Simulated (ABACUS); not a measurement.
GaAs:

```xyz
2
Lattice="0.0000 2.8268 2.8268 2.8268 0.0000 2.8268 2.8268 2.8268 0.0000" Properties=species:S:1:pos:R:3 pbc="T T T"
As    4.2403    4.2403    4.2403
Ga    0.0000    0.0000    0.0000
```

Base run:

* Program: ABACUS 3.10.1
* Functional: LDA-PW92
* Potentials or basis: GBRV ultrasoft 1.5 LDA
* Cutoff: 544 eV
* Density cutoff: 4354 eV
* Basis: plane waves
* k mesh: 6 × 6 × 6
* Occupations: fermi-dirac, width 0.05 eV
* Spin: no spin polarisation

Its results: band gap on the k mesh 0.28 eV, direct; pressure -2.1 GPa.

Problem. The run is repeated on the same cell with these changes: functional from LDA-PW92 to AM05; potentials or basis from GBRV ultrasoft 1.5 LDA to PseudoDojo NC SR 0.4 PBEsol stringent; cutoff from 544 eV to 1551 eV; density cutoff from 4354 eV to 6204 eV; valence electrons from 24 to 44. What comes out?

Solution. Band gap on the k mesh 0.47 eV, direct; pressure 0.3 GPa.

Caveats: the potentials were made for another functional, which shifts forces and pressure (some runs).

